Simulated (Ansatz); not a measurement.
V under changes of volume

One of the cells (13.872 Å³/atom); the others are scaled copies at fixed shape and fractional positions:

```xyz
2
Lattice="2.6043 0.0000 0.0000 -1.3021 2.2554 0.0000 0.0000 0.0000 4.7233" Properties=species:S:1:pos:R:3 pbc="T T T"
V     0.0000    1.5036    1.1808
V     1.3021    0.7518    3.5425
```

This isn't the form of V at room conditions, which is bcc.

```yaml
Program: Ansatz 0.2.0
Functional: LDA
Potentials_or_basis: all-electron LAPW, scalar-relativistic
Cutoff: 261 eV (chosen from the basis error)
Basis_error_allowed: 0.001 eV/atom
k_mesh: 12 × 12 × 6
Occupations: fermi-dirac, width 0.05 eV
Spin: collinear spin, ferromagnetic start
Starting_moments: "[2.0, 2.0] μB"
```

```tsv
volume (Å³/atom)	energy over the lowest point (meV/atom)	pressure (GPa)
13.039	0.00	-2.4
13.317	7.82	-6.3
13.594	22.01	-9.7
13.872	41.92	-12.9
14.149	66.98	-15.7
14.427	96.67	-18.2
14.704	?	?
```

Problem. What does the run at 14.704 Å³/atom give?

Solution. Energy over the lowest point 130.52 meV/atom; pressure -20.5 GPa.

Worked out: A Birch-Murnaghan fit of order 3 (a polynomial in V^(-2/3)) to the other rows has its minimum at 12.87 Å³/atom, just outside them, with B0 = V·E''(V) = 203 GPa and B' = 4.1 at fixed shape and positions, which overstates the stiffness. It gives 130.41 meV/atom at 14.704 Å³/atom, against the run's 130.52, and -dE/dV = -20.6 GPa, against -20.5.

Energies are extrapolated to zero smearing.

Caveats: the starting moments weren't kept.
